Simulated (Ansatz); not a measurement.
# NbP (I4_1md) in Ansatz: equation of state

Aim: energy against volume of NbP in PBEsol, for its equilibrium volume and stiffness.

All numbers are computed with Ansatz 0.2.0; they aren't measurements. Logs are shortened: lines on timing, memory, paths and dates and some standing lists are left out, and cuts for length are marked.

### Step 1. The structure

The structure is tetragonal, space group I4_1md (No. 109). The conventional cell has a = 3.350 Å, b = 3.350 Å, c = 11.480 Å, α = 90.00°, β = 90.00°, γ = 90.00°. Nb (site symmetry 2mm) has 6 P at 2.55 Å as nearest neighbours. P (site symmetry 2mm) is surrounded by 6 Nb at 2.55 Å.

The cell is a database's computed one.

### Step 2. Equation of state, PBEsol

Potentials or basis: all-electron LAPW, scalar-relativistic.

No new run: the results of the series are fitted here.

What came out:

```
Equilibrium volume                        : 15.57 Å³/atom
Bulk modulus at fixed shape and positions : 205 GPa
Pressure derivative of the bulk modulus   : 4.3
```

Energy against volume, from the lowest point:
```tsv
volume (Å³/atom)	energy (meV/atom)
15.137	7.64
15.459	0.00
15.781	1.21
16.103	10.36
16.425	26.62
16.747	49.27
17.069	77.62
```

Caveat: the cell was scaled at fixed shape and fractional positions, which overstates the stiffness of a crystal with free parameters, most of all of layers and chains.
